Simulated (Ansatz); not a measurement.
# Gold, hcp: HSE06 at the PBE geometry

Aim: see what exact exchange does to the levels, and what it costs. Spin polarisation is left out. The geometry was relaxed under PBE beforehand and is kept. Exact exchange is dear, so the k-mesh is coarse, and PBE is run on the same mesh for comparison.

Program: Ansatz 0.2.0. Level of theory: DFT, plane waves (420 eV) with PBE-made PAW files, scalar-relativistic; functionals as named at each step. These are calculated values, not measurements.

### Step 1. Starting point

The structure is hexagonal, space group P6_3/mmc (No. 194). Conventional cell: a = 2.916 Å, b = 2.916 Å, c = 4.885 Å, α = 90.00°, β = 90.00°, γ = 120.00°. Au (site symmetry -6m2) has 12 Au at 2.92 to 2.97 Å as nearest neighbours.

Structure file:

```
Au
1.0
     2.91563    0.00000    0.00000
    -1.45781    2.52501    0.00000
     0.00000    0.00000    4.88517
Au
2
Direct
  0.33333 0.66667 0.25000
  0.66667 0.33333 0.75000
```

### Step 2. PBE, coarse mesh

The run with PBE.

Input file input.yaml:

```yaml
crystal:
  lattice:
    - [2.9156283372, 0.0, 0.0]
    - [-1.4578141686, 2.525008208, 0.0]
    - [0.0, 0.0, 4.8851650052]
  atoms:
    - { symbol: Au, position: [0.3333333333, 0.6666666667, 0.25] }
    - { symbol: Au, position: [0.6666666667, 0.3333333333, 0.75] }
hamiltonian:
  xc: pbe
  pseudopotentials:
    kind: paw
    azcp:
      Au: "pseudopotentials/Au.paw.azcp"
basis:
  ecutwfc: 420
  fft_grid_basis: typed
kpoints:
  mp_grid: { grid: [6, 6, 4], shift: [0, 0, 0] }
magnetization:
  spin_polarized: false
scf:
  occupations: { method: fermi_dirac, width: 0.1 }
output:
  write_density: true
  write_potential: true
  elf: true
  volumetric_format: npy
```

The run is started by

```
$ ansatz run input.yaml --threads 4 --pin off --max-ram 8192MiB --backend cpu --events-out ev --progress --plain --runs-dir out
```

### Step 3. HSE06 on the coarse mesh

The run with HSE06.

input.yaml: that of step 2 with these lines changed.

```diff
@@ -9,3 +9,3 @@
 hamiltonian:
-  xc: pbe
+  xc: hse06
   pseudopotentials:
```

(Steps that only read results are left out.)

**Question.** What will these runs give? Wanted: PBE: gap; HSE06: gap; HSE06: relative to fcc.

As calculated:

```
                         quantity                         value
                         PBE: gap  none (levels filled in part)
                       HSE06: gap  none (levels filled in part)
HSE06: SCF cycles, exchange loops                         16, 2
 HSE06: CPU time over that of PBE                            12
           HSE06: relative to fcc                  +23 meV/atom
```

What this shows: Neither PBE nor HSE06 shows a clean gap on this mesh. HSE06 cost 12 times the CPU time of PBE. The exchange operator of HSE06 was renewed in 2 outer loops. The dense-mesh value adds -41.2 meV/atom, the change that PBE shows between the coarse mesh and its own dense run (not shown). Under HSE06 it lies 23 meV/atom above fcc (computed apart in the same way); on such meshes a few tens of meV are uncertain for metals. Absolute energies differ from functional to functional, by eV per atom at times, and say nothing by themselves.
